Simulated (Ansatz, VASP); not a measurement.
**Cd2S: VASP beside Ansatz**

```
CELL_PARAMETERS angstrom
3.90911 0.00000 0.00000
-1.95456 3.38539 0.00000
0.00000 0.00000 5.73068
ATOMIC_POSITIONS crystal
Cd 0.33333 0.66667 0.93272
Cd 0.66667 0.33333 0.57873
S 0.33333 0.66667 0.36571
```

Change from the starting cell: volume scaled by 0.96.

Alike in both runs: task single point; functional PBEsol; k mesh 8 × 8 × 5; occupations fermi-dirac, width 0.05 eV; no spin polarisation.

```csv
,VASP,Ansatz
version,VASP 6.6.1,Ansatz 0.2.0
potentials or method,"VASP PAW PBE potentials, release 64 (Cd, S)",Ansatz PAW
plane-wave cutoff (eV),520,420
valence electrons in the cell,30,46
```

```csv
,VASP,Ansatz,Ansatz less VASP
gap on the k mesh at the Fermi level (eV),0.20,0.20,+0.001
least direct gap on the mesh (eV),0.58,0.58,0.000
pressure (GPa),-1.0,-1.3,-0.34
largest component of the traceless stress (GPa),0.15,0.04,-0.106
rms of the force components (eV/Å),0.033,0.025,-0.0084
```

Atom by atom the forces differ by 0.013 eV/Å (rms over components). The two sets of potentials don't hold the same shells in valence.

Caveats: the PAW data sets were made with another functional, which shifts forces and pressure a little (VASP); an odd mesh through Γ misses points on the zone boundary, where band edges often lie (VASP); odd divisions of the mesh miss points on the zone boundary, where band edges often lie, so the gap on the mesh can be too wide (Ansatz); the PAW data sets come from PBE, with cores solved anew for the run's functional, which leaves a small shift of forces and pressure (Ansatz).
